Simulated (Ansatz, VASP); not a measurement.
# One calculation of SiC, two programs

```
CELL_PARAMETERS angstrom
3.06070 0.00000 0.00000
-1.53035 2.65065 0.00000
0.00000 0.00000 5.02303
ATOMIC_POSITIONS crystal
Si 0.33333 0.66667 0.49958
Si 0.66667 0.33333 0.99958
C 0.33333 0.66667 0.87542
C 0.66667 0.33333 0.37542
```

Alike in both runs: task single point; functional PBE; k mesh 9 × 9 × 4; no spin polarisation.

|  | VASP | Ansatz |
| --- | --- | --- |
| version | VASP 6.6.1 | Ansatz 0.2.0 |
| potentials or method | VASP PAW PBE potentials, release 64 (Si, C) | plane waves, PAW |
| plane-wave cutoff (eV) | 520 | 420 |
| occupations | gaussian, width 0.01 eV | fixed |
| valence electrons in the cell | 16 | 16 |

```csv
,VASP,Ansatz,Ansatz less VASP
gap on the k mesh at the Fermi level (eV),2.25,2.25,+0.004
pressure (GPa),6.8,6.9,+0.06
largest component of the traceless stress (GPa),0.12,0.13,+0.011
```

Caveats: an odd mesh through Γ misses points on the zone boundary, where band edges often lie. As with any semilocal functional, this PBE gap is likely too small.
